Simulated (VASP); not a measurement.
# Zr8Si15 (a cell with a defect) in VASP: further runs

The runs below take Zr8Si15 (a cell with a defect) through single point, with PBE.

Program: VASP 6.6.1. These are calculated values, not measurements. Logs are shortened: lines on timing, memory, paths and dates and some standing lists are left out, and cuts for length are marked.

### 1 Starting point

The cell holds a defect, 23 atoms: a = 7.450 Å, b = 7.621 Å, c = 7.350 Å, α = 90.00°, β = 90.00°, γ = 75.85°.

### 2 Single point, PBE

File INCAR:

```
SYSTEM = Zr8Si15
ALGO = Fast
EDIFF = 1E-6
ENCUT = 520
GGA = PE
ISIF = 2
ISMEAR = 1
LASPH = .TRUE.
LCHARG = .TRUE.
LELF = .TRUE.
LREAL = Auto
LVHAR = .TRUE.
LWAVE = .FALSE.
NBANDS = 95
NELM = 80
PREC = Accurate
SIGMA = 0.15
```

File KPOINTS:

```
k-points
0
G
  2 2 2
  0 0 0
```

File POSCAR:

```
Zr8Si15
1.0
    7.4500540000      0.0000002500      0.0000000000
    1.8625137500     -7.3899729400      0.0000000000
    0.0000000000      0.0000000000     -7.3499200000
Si Zr
15 8
Direct
    0.1215618122      0.4994786937      0.1217455428
    0.2237517094      0.1055501911      0.3733163082
    0.2774577642      0.8885119232      0.1248891144
    0.3727217815      0.4998049551      0.8790946024
    0.1251668573      0.4973628538      0.6203248471
    0.2225896184      0.1000504415      0.8761338899
    0.2815618246      0.8881642901      0.6214301652
    0.8782654331      0.5017332607      0.3735674674
    0.6243825929      0.4985965694      0.1220381991
    0.7210267900      0.1112601070      0.3788325587
    0.7788539333      0.8990763902      0.1212622722
    0.8786811709      0.4997347419      0.8752102064
    0.4358678262      0.4999915614      0.4354101813
    0.7216157157      0.1116077403      0.8701900157
    0.7771367660      0.8883736446      0.6236946797
    0.0534040553      0.7896966688      0.3741346845
    0.4476232630      0.2115434149      0.1254016370
    0.0529078653      0.7913206260      0.8721474519
    0.4411896100      0.2017276819      0.6293943335
    0.5559496404      0.7993982098      0.3654792161
    0.9471020917      0.2089285373      0.1250776879
    0.5523745731      0.7897077818      0.8783223491
    0.9546105460      0.2091189306      0.6229499097
```

Potentials or basis: VASP PAW PBE potentials, release 64 (Si, Zr_sv).

On the command line:

```
$ cat potpaw_PBE.64/Si/POTCAR potpaw_PBE.64/Zr_sv/POTCAR > POTCAR
$ mpirun -np 1 vasp_std > vasp.out
```

OUTCAR:

```text
SYSTEM = Zr8Si15
   EDIFF = 1E-6
   ENCUT = 520
   GGA = PE
   ISIF = 2
   ISMEAR = 1
   LASPH = .TRUE.
   LREAL = Auto
   NELM = 80
   PREC = Accurate

 ion  position               nearest neighbor table
   1  0.122  0.499  0.122-  12 2.56   4 2.59   8 2.59  21 2.83  18 2.83  16 2.84  17 2.85
   2  0.224  0.106  0.373-   3 2.43   7 2.43  23 2.69  19 2.70  21 2.72  17 2.72  20 2.96  16 2.98

   3  0.277  0.889  0.125-   6 2.41   2 2.43  20 2.68  22 2.70  16 2.71  18 2.72  21 3.01  17 3.03

   4  0.373  0.500  0.879-   1 2.59   9 2.59   5 2.65  17 2.80  18 2.83  22 2.85  19 2.87
   5  0.125  0.497  0.620-   8 2.58  12 2.62   4 2.65  13 2.69  23 2.79  16 2.82  19 2.83  18 2.85
[... 10 lines left out ...]
  11  0.779  0.899  0.121-  14 2.42  10 2.46  20 2.68  18 2.72  22 2.72  16 2.74  21 2.93  17 2.98

  12  0.879  0.500  0.875-   1 2.56   5 2.62   9 2.62  21 2.83  18 2.83  23 2.84  22 2.86
  13  0.436  0.500  0.435-  19 2.68   5 2.69  20 2.70   9 2.70  17 3.15  16 3.18
  14  0.722  0.112  0.870-  11 2.42  15 2.45  19 2.70  21 2.74  23 2.74  17 2.74  18 3.02  22 3.02

  15  0.777  0.888  0.624-  10 2.44  14 2.45  20 2.71  18 2.71  16 2.72  22 2.74  19 3.01  23 3.05

  16  0.053  0.790  0.374-   3 2.71   7 2.72  15 2.72  11 2.74   8 2.81   5 2.82   1 2.84   2 2.98
                            10 3.03  13 3.18  21 3.60  23 3.60  18 3.66  20 3.69  18 3.69  20 3.76
  17  0.448  0.212  0.125-   2 2.72  10 2.73  14 2.74   6 2.75   4 2.80   9 2.82   1 2.85  11 2.98
                             3 3.03  13 3.15  20 3.52  22 3.61  19 3.65  19 3.71  21 3.72  21 3.73
  18  0.053  0.791  0.872-  15 2.71  11 2.72   3 2.72   7 2.73   1 2.83   4 2.83  12 2.83   5 2.85
                             6 2.93  14 3.02  23 3.59  21 3.60  16 3.66  16 3.69  22 3.72  22 3.73
  19  0.441  0.202  0.629-  13 2.68   6 2.68  14 2.70   2 2.70  10 2.74   5 2.83   4 2.87   7 2.92
                            15 3.01  20 3.55  22 3.55  23 3.61  17 3.65  17 3.71  23 3.84
  20  0.556  0.799  0.365-  11 2.68   3 2.68  13 2.70  15 2.71   7 2.74   9 2.85   8 2.87  10 2.93
                             2 2.96  17 3.52  19 3.55  22 3.58  16 3.69  16 3.76  22 3.77
  21  0.947  0.209  0.125-   2 2.72   6 2.72  10 2.74  14 2.74  12 2.83   1 2.83   8 2.83   9 2.84
                            11 2.93   3 3.01  16 3.60  18 3.60  23 3.66  23 3.69  17 3.72  17 3.73
  22  0.552  0.790  0.878-   3 2.70  11 2.72   7 2.73  15 2.74   9 2.80   4 2.85  12 2.86   6 2.96
                            14 3.02  19 3.55  20 3.58  17 3.61  18 3.72  18 3.73  20 3.77
  23  0.955  0.209  0.623-   2 2.69   6 2.71  10 2.73  14 2.74   5 2.79   8 2.83  12 2.84   7 3.00
                            15 3.05  18 3.59  16 3.60  19 3.61  21 3.66  21 3.69  19 3.84

  LATTYP: Found a simple monoclinic cell.
 ALAT       =     7.4500540000
 B/A-ratio  =     0.9865592921
 C/A-ratio  =     1.0229545574
 COS(beta)  =    -0.2443901329

  Lattice vectors:

 A1 = (   7.4500540000,   0.0000002500,   0.0000000000)
 A2 = (   0.0000000000,   0.0000000000,  -7.3499200000)
 A3 = (  -1.8625137500,   7.3899729400,   0.0000000000)

Analysis of symmetry for initial positions (statically):
=====================================================================
 Subroutine PRICEL returns:
 Original cell was already a primitive cell.

 Routine SETGRP: Setting up the symmetry group for a
 simple monoclinic supercell.

 Subroutine GETGRP returns: Found  1 space group operations
 (whereof  1 operations were pure point group operations)
 out of a pool of  4 trial point group operations.

The static configuration has the point symmetry C_1 .

Analysis of symmetry for dynamics (positions and initial velocities):
=====================================================================
 Subroutine PRICEL returns:
 Original cell was already a primitive cell.

 Routine SETGRP: Setting up the symmetry group for a
 simple monoclinic supercell.

 Subroutine GETGRP returns: Found  1 space group operations
 (whereof  1 operations were pure point group operations)
 out of a pool of  4 trial point group operations.

The dynamic configuration has the point symmetry C_1 .

 Subroutine INISYM returns: Found  1 space group operations
 (whereof  1 operations are pure point group operations),
 and found     1 'primitive' translations

----------------------------------------------------------------------------------------

                                     Primitive cell

  volume of cell :     404.6550

  direct lattice vectors                    reciprocal lattice vectors
[... 66 lines left out ...]
 Generating k-lattice:

  Cartesian coordinates                     Fractional coordinates (reciprocal lattice)
     0.067113607  0.016914814  0.000000000     0.500000000  0.000000000  0.000000000
     0.000000002 -0.067659246  0.000000000     0.000000000  0.500000000  0.000000000
     0.000000000  0.000000000 -0.068027951     0.000000000  0.000000000  0.500000000

  Length of vectors
     0.069212334  0.067659246  0.068027951

  Shift w.r.t. Gamma in fractional coordinates (k-lattice)
     0.000000000  0.000000000  0.000000000

 Subroutine IBZKPT returns following result:
 ===========================================

 Found      8 irreducible k-points:

 Following reciprocal coordinates:
            Coordinates               Weight
  0.000000  0.000000  0.000000      1.000000
  0.500000  0.000000  0.000000      1.000000
 -0.000000  0.500000  0.000000      1.000000
  0.500000  0.500000  0.000000      1.000000
  0.000000  0.000000  0.500000      1.000000
  0.500000  0.000000  0.500000      1.000000
 -0.000000  0.500000  0.500000      1.000000
  0.500000  0.500000  0.500000      1.000000
   k-points           NKPTS =      8   k-points in BZ     NKDIM =      8   number of bands    NBANDS=     95
   number of dos      NEDOS =    301   number of ions     NIONS =     23
   total plane-waves  NPLWV = 188160
   dimension x,y,z NGX =    56 NGY =   60 NGZ =   56
   dimension x,y,z NGXF=   112 NGYF=  120 NGZF=  112
   ions per type =              15   8
   NGX,Y,Z   is equivalent  to a cutoff of  12.50, 13.09, 12.67 a.u.
   NGXF,Y,Z  is equivalent  to a cutoff of  24.99, 26.18, 25.33 a.u.
 SYSTEM =  Zr8Si15
   PREC   = accura    normal or accurate (medium, high low for compatibility)
   ISTART =      0    job   : 0-new  1-cont  2-samecut
   ICHARG =      2    charge: 1-file 2-atom 10-const
   ISPIN  =      1    spin polarized calculation?
   LNONCOLLINEAR =      F non collinear calculations
   LSORBIT =      F    spin-orbit coupling
   LASPH  =      T    aspherical Exc in radial PAW
   ENCUT  =  520.0 eV  38.22 Ry    6.18 a.u.  13.85 14.17 13.67*2*pi/ulx,y,z
   NELM   =     80;   NELMIN=  2; NELMDL= -5     # of ELM steps
   EDIFF  = 0.1E-05   stopping-criterion for ELM
   LREAL  =      T    real-space projection
   EDIFFG = 0.1E-04   stopping-criterion for IOM
   NSW    =      0    number of steps for IOM
   IBRION =     -1    ionic relax: 0-MD 1-quasi-New 2-CG
   NFREE  =      0    steps in history (QN), initial steepest desc. (CG)
   ISIF   =      2    stress and relaxation
   ISYM   =      2    0-nonsym 1-usesym 2-fastsym
   POTIM  = 0.5000    time-step for ionic-motion
   TEBEG  =    0.0;   TEEND  =   0.0 temperature during run
   PSTRESS=    0.0 pullay stress
   NELECT =     156.0000    total number of electrons
   NUPDOWN=      -1.0000    fix difference up-down
   EMIN   =  10.00;   EMAX   =-10.00  energy-range for DOS
   EFERMI =   0.00;   METHOD = LEGACY
   ISMEAR =     1;   SIGMA  =   0.15  broadening in eV -4-tet -1-fermi 0-gaus
   EFERMI_NEDOS =   21; number of points for ismear=-14 and -15
   IALGO  =     68    algorithm
   IMIX   =      4    mixing-type and parameters
     AMIX     =   0.40;   BMIX     =  1.00
     AMIX_MAG =   1.60;   BMIX_MAG =  1.00
  volume/ion in A,a.u.               =      17.59       118.73
  Fermi-wavevector in a.u.,A,eV,Ry     =   1.191484  2.251578 19.315282  1.419633
  Thomas-Fermi vector in A             =   2.327544
   LORBIT       =      0    0 simple, 1 ext, 2 COOP (PROOUT), +10 PAW based schemes
   GGA     = PE    functional components
   LHFCALC =     F    Hartree Fock is set to
   AEXX    =    0.0000 exact exchange contribution
   IVDW    =     0    specifies the selected vdW correction
   LEPSILON=     F    determine dielectric tensor
   LRPA    =     F    only Hartree local field effects (RPA)
 non-spin polarized calculation
 RMM-DIIS sequential band-by-band and
 Methfessel and Paxton  Order N= 1 SIGMA  =   0.15
  energy-cutoff  :      520.00
  volume of cell :      404.65
 maximum number of plane-waves:     10920
 NGX is ok and might be reduce to    56
   NGX = 27   NGY = 29   NGZ = 27

 number of electron     156.0000000 magnetization

 Free energy of the ion-electron system (eV)
  ---------------------------------------------------
  ext. energy  EPLUGINS =         0.00000000
  ---------------------------------------------------
  free energy    TOTEN  =      -163.10807040 eV

  energy without entropy =     -163.10284163  energy(sigma->0) =     -163.10632748

 E-fermi :   9.2543     XC(G=0): -11.0455

 val. band max:        9.2457522834   @ k =   0.0000   0.0000   0.0000
 cond. band min:       9.2576321439   @ k =   0.5000   0.0000   0.0000
 fundamental gap:      0.0118798605
 Fermi energy:         9.2542620720

 k-point     1 :       0.0000    0.0000    0.0000
  band No.  band energies     occupation
      1     -39.5195      2.00000
      2     -39.4622      2.00000
      3     -39.4072      2.00000
      4     -39.3913      2.00000
      5     -39.3806      2.00000
      6     -39.3757      2.00000
[... 733 lines left out ...]
     89      11.4558     -0.00000
     90      11.5367     -0.00000
 [bands above 90 left out]

------------------------ aborting loop because EDIFF is reached ----------------------------------------

  FORCE on cell =-STRESS in cart. coord.  units (eV):
  Direction    XX          YY          ZZ          XY          YZ          ZX
  --------------------------------------------------------------------------------------
  -------------------------------------------------------------------------------------
  Total       -1.7689383     -3.6438001     -0.7917716     -1.5677617     -2.2649626      0.4136381
  in kB       -7.0038749    -14.4271397     -3.1349137     -6.2073431     -8.9678169      1.6377449
  external PRESSURE =      -8.1886428 kB  Pullay stress =       0.0000000 kB

 VOLUME and BASIS-vectors are now :
 -----------------------------------------------------------------------------
  energy-cutoff  :      520.00
  volume of cell :      404.65
      direct lattice vectors                 reciprocal lattice vectors
     7.450054000  0.000000250  0.000000000     0.134227214  0.033829627  0.000000000
     1.862513750 -7.389972940  0.000000000     0.000000005 -0.135318492  0.000000000
     0.000000000  0.000000000 -7.349920000     0.000000000  0.000000000 -0.136055903

 POSITION                                       TOTAL-FORCE (eV/Angst)
 -----------------------------------------------------------------------------------
      1.83593     -3.69113     -0.89482         0.009778      0.003641     -0.000005
      1.86355     -0.78001     -2.74384         0.001903      0.019470     -0.031476
      3.72194     -6.56608     -0.91792         0.053902     -0.003219     -0.014241
      3.70769     -3.69355     -6.46128         0.036462      0.034533     -0.108488
      1.85884     -3.67550     -4.55934         0.018647      0.025222      0.030146
      1.84465     -0.73937     -6.43951         0.049917      0.002655     -0.032573
[... 15 lines left out ...]
      5.58606     -5.83592     -6.45560         0.018365     -0.043452     -0.079073
      7.50139     -1.54538     -4.57863         0.082819      0.022022     -0.010724
 -----------------------------------------------------------------------------------
    total drift:                               -0.003125      0.003422      0.001435

  FREE ENERGIE OF THE ION-ELECTRON SYSTEM (eV)
  ---------------------------------------------------
  free  energy   TOTEN  =      -163.1080704023 eV

  energy  without entropy=     -163.1028416337  energy(sigma->0) =     -163.10632748
```

Wall time 11 min (1 thread of AMD EPYC 9R45 (Zen 5), shared host); peak memory 0.5 GiB.

Results:

| Item | Value |
| --- | --- |
| Free energy | -163.1081 eV |
| Pressure | -0.8 GPa |
| Largest force | 0.961 eV/Å |
| Band gap on the k mesh | none (metal or under the smearing width) |

Forces in eV/Å, atoms in the order of the input:
```
Si   0.010  0.004  0.000
Si   0.002  0.019 -0.031
Si   0.054 -0.003 -0.014
Si   0.036  0.035 -0.108
Si   0.019  0.025  0.030
Si   0.050  0.003 -0.033
Si   0.079  0.002 -0.028
Si   0.109 -0.021 -0.022
Si  -0.054  0.016 -0.034
Si  -0.003 -0.028 -0.068
Si   0.033  0.009 -0.032
Si   0.043  0.017 -0.046
Si  -0.678 -0.017  0.681
Si  -0.016 -0.003 -0.037
Si   0.035  0.021 -0.016
Zr   0.043  0.005 -0.035
Zr   0.061  0.035 -0.062
Zr   0.005 -0.020 -0.026
Zr   0.084 -0.081  0.060
Zr  -0.062  0.021 -0.053
Zr   0.049 -0.014 -0.036
Zr   0.018 -0.043 -0.079
Zr   0.083  0.022 -0.011
```

Stress tensor (GPa, compression positive):
```
-0.70 -0.62  0.16
-0.62 -1.44 -0.90
 0.16 -0.90 -0.31
```

Caveat: the k mesh is coarse (spacing up to 0.43 Å⁻¹), so the values aren't converged.

### 3 Single point, PBE

File INCAR:

```
SYSTEM = Zr8Si15
  PREC = Accurate
  ENCUT = 520
  EDIFF = 1E-6
  ISMEAR = 1
  SIGMA = 0.15
  LREAL = Auto
  LASPH = .TRUE.
  NELM = 60
  ALGO = Fast
  ISIF = 2
  LWAVE = .FALSE.
  LCHARG = .FALSE.
  GGA = PE
  NBANDS = 95
```

File KPOINTS:

```
Automatic mesh
0
G
  2 2 2
  0 0 0
```

File POSCAR:

```
Zr8Si15
1.0
    7.4500540000      0.0000002500      0.0000000000
    1.8625137500     -7.3899729400      0.0000000000
    0.0000000000      0.0000000000     -7.3499200000
Si Zr
15 8
Direct
    0.1241779530      0.5000851913      0.1238680149
    0.2255987251      0.1025298824      0.3738866545
    0.2768608447      0.8921624102      0.1237827078
    0.3730204163      0.4998984601      0.8753000033
    0.1258689016      0.4985600166      0.6238259736
    0.2256876697      0.1026036310      0.8737372652
    0.2836275116      0.8879326249      0.6238301913
    0.8755064670      0.4991831836      0.3760654538
    0.6265970997      0.4966528547      0.1238077421
    0.7219489441      0.1107376424      0.3796162407
    0.7773195067      0.8994965541      0.1238270621
    0.8754210963      0.4992674870      0.8715108464
    0.3731665002      0.4999927771      0.3725016055
    0.7218847551      0.1108182922      0.8680842785
    0.7749516027      0.8853500881      0.6238522324
    0.0520646324      0.7921282068      0.3740229826
    0.4484030959      0.2094431366      0.1238915526
    0.0520326602      0.7920912648      0.8736329103
    0.4408752911      0.2102955076      0.6238154973
    0.5518870390      0.7923977781      0.3664472538
    0.9482711136      0.2093262384      0.1237942726
    0.5518934045      0.7923529877      0.8811735366
    0.9578547708      0.2077108065      0.6238954982
```

Potentials or basis: VASP PAW PBE potentials, release 64 (Si, Zr_sv).

On the command line:

```
$ cat potpaw_PBE.64/Si/POTCAR potpaw_PBE.64/Zr_sv/POTCAR > POTCAR
$ mpirun -np 1 vasp_std > vasp.out
```

Run time: 11 min. Hardware: 1 thread of AMD EPYC 9R45 (Zen 5), shared host; peak memory 0.49 GiB.

It converged, with:

```yaml
Free_energy: -163.5878 eV
Pressure: -0.9 GPa
Largest_force: 0.029 eV/Å
Band_gap_on_the_k_mesh: none (metal or under the smearing width)
```

Forces in eV/Å, atoms in the order of the input:
```
Si   0.007 -0.003 -0.001
Si   0.003  0.002  0.005
Si   0.011  0.007 -0.003
Si  -0.008  0.011 -0.010
Si   0.001  0.001  0.000
Si  -0.002  0.004 -0.010
Si   0.001 -0.001  0.000
Si   0.000  0.008 -0.001
Si   0.002  0.008 -0.001
Si  -0.004  0.005  0.006
Si   0.010  0.004  0.003
Si   0.004  0.014 -0.002
Si  -0.013  0.016  0.014
Si  -0.004  0.006 -0.005
Si  -0.001 -0.005  0.003
Zr   0.008 -0.006  0.010
Zr  -0.004 -0.026  0.002
Zr   0.011 -0.010 -0.009
Zr   0.012 -0.009  0.000
Zr  -0.006 -0.005 -0.007
Zr   0.003  0.000 -0.002
Zr  -0.008 -0.005  0.004
Zr  -0.021 -0.019  0.006
```

Stress tensor (GPa, compression positive):
```
-0.83  0.28  0.00
 0.28 -1.99  0.00
 0.00  0.00  0.08
```

Levels at points of the mesh, in eV from the Fermi level:
```tsv
k point	band 75	band 76	band 77	band 78	band 79	band 80	band 81	band 82
(0.00, 0.00, 0.00)	-0.51	-0.49	-0.15	0.31	0.42	0.70	0.82	0.87
(0.50, 0.00, 0.00)	-1.16	-1.10	-0.60	-0.11	0.04	0.34	0.78	0.86
(0.00, 0.50, 0.00)	-0.58	-0.47	-0.18	-0.02	0.26	0.42	0.43	0.96
(0.50, 0.50, 0.00)	-0.64	-0.42	-0.41	0.10	0.18	0.21	0.50	0.63
(0.00, 0.00, 0.50)	-0.98	-0.53	-0.41	0.06	0.22	0.23	0.38	0.70
(0.50, 0.00, 0.50)	-1.23	-1.11	-0.92	-0.80	-0.80	0.59	0.86	1.08
(0.00, 0.50, 0.50)	-0.91	-0.84	-0.73	-0.50	-0.43	0.67	1.07	1.18
(0.50, 0.50, 0.50)	-1.16	-0.55	-0.48	-0.23	-0.19	0.20	0.70	0.78
```

Caveat: the k mesh is coarse (spacing up to 0.43 Å⁻¹), so the values aren't converged.

[end of part 1 of 2]
